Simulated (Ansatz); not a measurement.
System: rock-salt LiI. Method: PBE (Ansatz, an electronic-structure program, plane waves, PAW).

Run with plane-wave cutoff 520 eV, 10×10×10 k mesh, Fermi–Dirac smearing 0.01 eV, scalar-relativistic PAW data made under PBE.

Properties against volume:

```json
[
 {"V (Å³/atom)": "25.630", "P (GPa)": "1.40", "direct gap at Γ (eV)": "4.513", "smallest gap on the k mesh (eV)": "4.366"},
 {"V (Å³/atom)": "26.175", "P (GPa)": "0.88", "direct gap at Γ (eV)": "4.422", "smallest gap on the k mesh (eV)": "4.364"},
 {"V (Å³/atom)": "26.720", "P (GPa)": "0.42", "direct gap at Γ (eV)": "4.336", "smallest gap on the k mesh (eV)": "4.325"},
 {"V (Å³/atom)": "27.265", "P (GPa)": "0.00", "direct gap at Γ (eV)": "4.255", "smallest gap on the k mesh (eV)": "4.245"},
 {"V (Å³/atom)": "27.811", "P (GPa)": "-0.37", "direct gap at Γ (eV)": "4.179", "smallest gap on the k mesh (eV)": "4.170"},
 {"V (Å³/atom)": "28.356", "P (GPa)": "-0.71", "direct gap at Γ (eV)": "4.107", "smallest gap on the k mesh (eV)": "4.098"},
 {"V (Å³/atom)": "28.901", "P (GPa)": "-1.01", "direct gap at Γ (eV)": "4.039", "smallest gap on the k mesh (eV)": "4.031"}
]
```

A straight line through the gaps at Γ against ln V gives a volume deformation potential dE_g(Γ)/d ln V of -3.9 eV: the gap at Γ widens under compression.

Measured, for comparison: band gap 6.4 eV (temperature not stated, no zero-point or thermal correction, sources range from 6.10 to 6.40; as tabulated in Aguado et al. (1998), arXiv:cond-mat/9809176).

Spin–orbit coupling is not included; with these elements it can move the gap by several tenths of an eV or more.
